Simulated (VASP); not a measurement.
# SnTe (Fm-3m) in VASP: notebook, part 2 of 2

VASP 6.6.1. The steps go on from the part before.

## 5. Single point, r2SCAN

This run uses another cell than the first one, of 32.44 Å³/atom, 0.971 times its volume.

The input, POSCAR:

```
SnTe
1.0
    0.0000000000      3.1893545849      3.1893545849
    3.1893545849      0.0000000000      3.1893545849
    3.1893545849      3.1893545849      0.0000000000
Sn Te
1 1
Direct
    0.0000000000      0.0000000000      0.0000000000
    0.5000000000      0.5000000000      0.5000000000
```

The input, INCAR.step1:

```
PREC     = Accurate       # precision mode
ENCUT    = 520            # plane-wave cutoff, eV
ISMEAR   = -1             # smearing method
SIGMA    = 0.02           # smearing width, eV
LREAL    = False          # projectors in reciprocal space
LASPH    = True           # aspherical terms in the spheres
NELM     = 60             # most SCF steps
NBANDS   = 17             # bands
GGA      = PE             # functional
ALGO     = Normal         # electronic algorithm
EDIFF    = 1E-4           # SCF threshold, eV
LWAVE    = True           # write WAVECAR
LCHARG   = False          # write CHGCAR
```

The input, INCAR.step2:

```
PREC     = Accurate       # precision mode
ENCUT    = 520            # plane-wave cutoff, eV
EDIFF    = 1E-6           # SCF threshold, eV
ISMEAR   = -1             # smearing method
SIGMA    = 0.02           # smearing width, eV
LREAL    = False          # projectors in reciprocal space
LASPH    = True           # aspherical terms in the spheres
NELM     = 60             # most SCF steps
ALGO     = Normal         # electronic algorithm
ISIF     = 2              # what is computed and relaxed
LWAVE    = False          # write WAVECAR
LCHARG   = True           # write CHGCAR
METAGGA  = R2SCAN         # meta-GGA
LMIXTAU  = True         
LELF     = True           # ELF
LVHAR    = True         
NBANDS   = 17             # bands
ISTART   = 1
```

The input, KPOINTS:

```
Automatic mesh
0
Gamma
  8 8 8
```

Potentials or basis: VASP PAW PBE potentials, release 64 (Sn_d, Te).

Command:

```sh
> cat potpaw_PBE.64/Sn_d/POTCAR potpaw_PBE.64/Te/POTCAR > POTCAR
> cp INCAR.step1 INCAR
> mpirun -np 1 vasp_std > vasp.out
> cp INCAR.step2 INCAR
> mpirun -np 1 vasp_std > vasp.out
```

OUTCAR:

```text
PREC = Accurate
   ENCUT = 520
   EDIFF = 1E-6
   ISMEAR = -1
   LREAL = False
   LASPH = True
   NELM = 60
   ISIF = 2
   METAGGA = R2SCAN
   ISTART = 1

 ion  position               nearest neighbor table
   1  0.000  0.000  0.000-   2 3.19   2 3.19   2 3.19   2 3.19   2 3.19   2 3.19
   2  0.500  0.500  0.500-   1 3.19   1 3.19   1 3.19   1 3.19   1 3.19   1 3.19

  LATTYP: Found a face centered cubic cell.
 ALAT       =     6.3787091698

  Lattice vectors:

 A1 = (   0.0000000000,   3.1893545849,   3.1893545849)
 A2 = (   3.1893545849,   0.0000000000,   3.1893545849)
 A3 = (   3.1893545849,   3.1893545849,   0.0000000000)

Analysis of symmetry for initial positions (statically):
=====================================================================
 Subroutine PRICEL returns:
 Original cell was already a primitive cell.

 Routine SETGRP: Setting up the symmetry group for a
 face centered cubic supercell.

 Subroutine GETGRP returns: Found 48 space group operations
 (whereof 48 operations were pure point group operations)
 out of a pool of 48 trial point group operations.

The static configuration has the point symmetry O_h .

Analysis of symmetry for dynamics (positions and initial velocities):
=====================================================================
 Subroutine PRICEL returns:
 Original cell was already a primitive cell.

 Routine SETGRP: Setting up the symmetry group for a
 face centered cubic supercell.

 Subroutine GETGRP returns: Found 48 space group operations
 (whereof 48 operations were pure point group operations)
 out of a pool of 48 trial point group operations.

The dynamic configuration has the point symmetry O_h .

 Subroutine INISYM returns: Found 48 space group operations
 (whereof 48 operations are pure point group operations),
 and found     1 'primitive' translations

----------------------------------------------------------------------------------------

                                     Primitive cell

  volume of cell :      64.8841

  direct lattice vectors                    reciprocal lattice vectors
     0.000000000  3.189354585  3.189354585    -0.156771531  0.156771531  0.156771531
     3.189354585  0.000000000  3.189354585     0.156771531 -0.156771531  0.156771531
     3.189354585  3.189354585  0.000000000     0.156771531  0.156771531 -0.156771531

  length of vectors
     4.510428509  4.510428509  4.510428509     0.271536256  0.271536256  0.271536256

  position of ions in fractional coordinates (direct lattice)
     0.000000000  0.000000000  0.000000000
     0.500000000  0.500000000  0.500000000

  ion indices of the primitive-cell ions
   primitive index   ion index
                 1           1
                 2           2

----------------------------------------------------------------------------------------

 KPOINTS: Automatic mesh

Automatic generation of k-mesh.
 Grid dimensions read from file:
 generate k-points for:    8    8    8

 Generating k-lattice:

  Cartesian coordinates                     Fractional coordinates (reciprocal lattice)
    -0.019596441  0.019596441  0.019596441     0.125000000  0.000000000  0.000000000
     0.019596441 -0.019596441  0.019596441     0.000000000  0.125000000  0.000000000
     0.019596441  0.019596441 -0.019596441     0.000000000  0.000000000  0.125000000

  Length of vectors
     0.033942032  0.033942032  0.033942032

  Shift w.r.t. Gamma in fractional coordinates (k-lattice)
     0.000000000  0.000000000  0.000000000

 Subroutine IBZKPT returns following result:
 ===========================================

 Found     29 irreducible k-points:

 Following reciprocal coordinates:
            Coordinates               Weight
  0.000000  0.000000  0.000000      1.000000
  0.125000  0.000000  0.000000      8.000000
  0.250000  0.000000  0.000000      8.000000
  0.375000  0.000000  0.000000      8.000000
  0.500000  0.000000  0.000000      4.000000
  0.125000  0.125000  0.000000      6.000000
[... 16 lines left out ...]
  0.500000  0.250000  0.125000     48.000000
 -0.375000  0.250000  0.125000     24.000000
 [... further k-points ...]
   k-points           NKPTS =     29   k-points in BZ     NKDIM =     29   number of bands    NBANDS=     17
   number of dos      NEDOS =    301   number of ions     NIONS =      2
   total plane-waves  NPLWV =  46656
   dimension x,y,z NGX =    36 NGY =   36 NGZ =   36
   dimension x,y,z NGXF=    72 NGYF=   72 NGZF=   72
   ions per type =               1   1
   NGX,Y,Z   is equivalent  to a cutoff of  13.27, 13.27, 13.27 a.u.
   NGXF,Y,Z  is equivalent  to a cutoff of  26.54, 26.54, 26.54 a.u.
 SYSTEM =  unknown system
   PREC   = accura    normal or accurate (medium, high low for compatibility)
   ISTART =      1    job   : 0-new  1-cont  2-samecut
   ICHARG =      0    charge: 1-file 2-atom 10-const
   ISPIN  =      1    spin polarized calculation?
   LNONCOLLINEAR =      F non collinear calculations
   LSORBIT =      F    spin-orbit coupling
   LASPH  =      T    aspherical Exc in radial PAW
   ENCUT  =  520.0 eV  38.22 Ry    6.18 a.u.   8.39  8.39  8.39*2*pi/ulx,y,z
   NELM   =     60;   NELMIN=  2; NELMDL=  0     # of ELM steps
   EDIFF  = 0.1E-05   stopping-criterion for ELM
   LREAL  =      F    real-space projection
   EDIFFG = 0.1E-04   stopping-criterion for IOM
   NSW    =      0    number of steps for IOM
   IBRION =     -1    ionic relax: 0-MD 1-quasi-New 2-CG
   NFREE  =      0    steps in history (QN), initial steepest desc. (CG)
   ISIF   =      2    stress and relaxation
   ISYM   =      2    0-nonsym 1-usesym 2-fastsym
   POTIM  = 0.5000    time-step for ionic-motion
   TEBEG  =    0.0;   TEEND  =   0.0 temperature during run
   PSTRESS=    0.0 pullay stress
   NELECT =      20.0000    total number of electrons
   NUPDOWN=      -1.0000    fix difference up-down
   EMIN   =  10.00;   EMAX   =-10.00  energy-range for DOS
   EFERMI =   0.00;   METHOD = LEGACY
   ISMEAR =    -1;   SIGMA  =   0.02  broadening in eV -4-tet -1-fermi 0-gaus
   EFERMI_NEDOS =   21; number of points for ismear=-14 and -15
   IALGO  =     38    algorithm
   IMIX   =      4    mixing-type and parameters
     AMIX     =   0.40;   BMIX     =  1.00
     AMIX_MAG =   1.60;   BMIX_MAG =  1.00
  volume/ion in A,a.u.               =      32.44       218.93
  Fermi-wavevector in a.u.,A,eV,Ry     =   1.105873  2.089797 16.639322  1.222956
  Thomas-Fermi vector in A             =   2.242366
   LORBIT       =      0    0 simple, 1 ext, 2 COOP (PROOUT), +10 PAW based schemes
   METAGGA = R2SCAN    functional components
   LHFCALC =     F    Hartree Fock is set to
   AEXX    =    0.0000 exact exchange contribution
   IVDW    =     0    specifies the selected vdW correction
   LEPSILON=     F    determine dielectric tensor
   LRPA    =     F    only Hartree local field effects (RPA)
 non-spin polarized calculation
  energy-cutoff  :      520.00
  volume of cell :       64.88
 maximum number of plane-waves:      1807
 NGX is ok and might be reduce to    36
   NGX = 17   NGY = 17   NGZ = 17

 number of electron      20.0000002 magnetization

 Free energy of the ion-electron system (eV)
  ---------------------------------------------------
  ext. energy  EPLUGINS =         0.00000000
  ---------------------------------------------------
  free energy    TOTEN  =       -50.68625655 eV

  energy without entropy =      -50.68617924  energy(sigma->0) =      -50.68621789

 E-fermi :   6.6291     XC(G=0):  -9.8923

 val. band max:        6.5572802405   @ k =   0.5000   0.0000   0.0000
 cond. band min:       6.7008691370   @ k =   0.5000   0.0000   0.0000
 fundamental gap:      0.1435888965
 Fermi energy:         6.6290736825

 k-point     1 :       0.0000    0.0000    0.0000
  band No.  band energies     occupation
      1     -16.1855      2.00000
      2     -16.1855      2.00000
      3     -16.1770      2.00000
      4     -16.1770      2.00000
      5     -16.1770      2.00000
      6      -6.6567      2.00000
[... 9 lines left out ...]
     16      11.5993      0.00000
     17      13.5858      0.00000
[... 441 lines left out ...]
 k-point    24 :      -0.3750    0.2500    0.1250
  band No.  band energies     occupation
      1     -16.1936      2.00000
      2     -16.1879      2.00000
      3     -16.1743      2.00000
      4     -16.1725      2.00000
      5     -16.1697      2.00000
      6      -5.2090      2.00000
[... 9 lines left out ...]
     16      16.2464      0.00000
     17      16.4906      0.00000

 [... further k-points ...]

------------------------ aborting loop because EDIFF is reached ----------------------------------------

  FORCE on cell =-STRESS in cart. coord.  units (eV):
  Direction    XX          YY          ZZ          XY          YZ          ZX
  --------------------------------------------------------------------------------------
  -------------------------------------------------------------------------------------
  Total       -0.0359005     -0.0359005     -0.0359005      0.0000000      0.0000000     -0.0000000
  in kB       -0.8864870     -0.8864870     -0.8864870      0.0000000      0.0000000     -0.0000000
  external PRESSURE =      -0.8864870 kB  Pullay stress =       0.0000000 kB

 VOLUME and BASIS-vectors are now :
 -----------------------------------------------------------------------------
  energy-cutoff  :      520.00
  volume of cell :       64.88
      direct lattice vectors                 reciprocal lattice vectors
     0.000000000  3.189354585  3.189354585    -0.156771531  0.156771531  0.156771531
     3.189354585  0.000000000  3.189354585     0.156771531 -0.156771531  0.156771531
     3.189354585  3.189354585  0.000000000     0.156771531  0.156771531 -0.156771531

 POSITION                                       TOTAL-FORCE (eV/Angst)
 -----------------------------------------------------------------------------------
      0.00000      0.00000      0.00000        -0.000000      0.000000     -0.000000
      3.18935      3.18935      3.18935         0.000000      0.000000      0.000000
 -----------------------------------------------------------------------------------
    total drift:                               -0.000000      0.000000      0.000000

  FREE ENERGIE OF THE ION-ELECTRON SYSTEM (eV)
  ---------------------------------------------------
  free  energy   TOTEN  =       -50.6862565453 eV

  energy  without entropy=      -50.6861792412  energy(sigma->0) =      -50.68621789
```

Wall time 47 s (1 thread of Intel Xeon 6975P-C (Granite Rapids), shared host); peak memory 0.22 GiB.

What came out:

* Free energy: -50.6863 eV
* Pressure: -0.1 GPa
* Band gap on the k mesh: 0.14 eV, direct

Levels at points of the mesh, in eV from the valence-band top:
| k point | band 6 | band 7 | band 8 | band 9 | band 10 | band 11 | band 12 | band 13 | band 14 | band 15 |
| --- | --- | --- | --- | --- | --- | --- | --- | --- | --- | --- |
| (0.00, 0.00, 0.00) | -13.21 | -4.88 | -2.38 | -2.38 | -2.38 | 3.36 | 3.36 | 3.36 | 5.04 | 5.04 |
| (0.50, 0.00, 0.00) | -11.95 | -8.60 | -2.02 | -2.02 | 0.00 | 0.14 | 0.34 | 0.34 | 8.13 | 8.97 |
| (0.50, 0.50, 0.00) | -11.65 | -6.73 | -5.71 | -3.93 | -3.93 | 2.47 | 4.94 | 4.94 | 6.44 | 9.10 |

Caveat: the PAW data sets were made with another functional, which shifts forces and pressure a little; spin-orbit coupling is left out, which moves the levels of the heavy elements.

## 6. Summary

| level | cell | k mesh | gap on the mesh (eV) | pressure (GPa) |
| --- | --- | --- | --- | --- |
| r2SCAN | a = 4.555 Å, angles 60.0°, 2 atoms | 6 × 6 × 6 | 0.23 | -1.3 |
| r2SCAN | a = 4.599 Å, angles 60.0°, 2 atoms | 6 × 6 × 6 | 0.31 | -2.3 |
| PBE | a = 4.510 Å, angles 60.0°, 2 atoms | 8 × 8 × 8 | 0.01 | 0.6 |
| r2SCAN | a = 4.510 Å, angles 60.0°, 2 atoms | 8 × 8 × 8 | 0.14 | -0.1 |

Alike in all rows: task single point; potentials or basis VASP PAW PBE potentials, release 64 (Sn_d, Te); no spin polarisation; cutoff (eV) 520; smearing fermi-dirac 0.02 eV.

Caveats: spin-orbit coupling is left out, which moves the levels of the heavy elements; the PAW data sets were made with another functional, which shifts forces and pressure a little (some runs).

Total energies depend on the potentials used, so only differences within one code and one set of settings carry meaning.

## 7. How close it comes

Step 4. A measured gap of SnTe is 0.18 eV (direct; 300 K; a printed reference work, textbook); the calculated 0.01 eV misses it by -0.17 eV. Spin-orbit coupling on Sn, Te is left out. The value is that of PBE on a finite k mesh, which can miss the band edges, without temperature or zero-point motion. Semilocal functionals fall short of measured gaps as a rule.

Step 5. Measured gap of SnTe: 0.18 eV (direct; 300 K; a printed reference work, textbook). This calculation gives 0.14 eV (-0.04 eV). Spin-orbit coupling on Sn, Te is left out. The value is that of r2SCAN on a finite k mesh, which can miss the band edges, without temperature or zero-point motion.
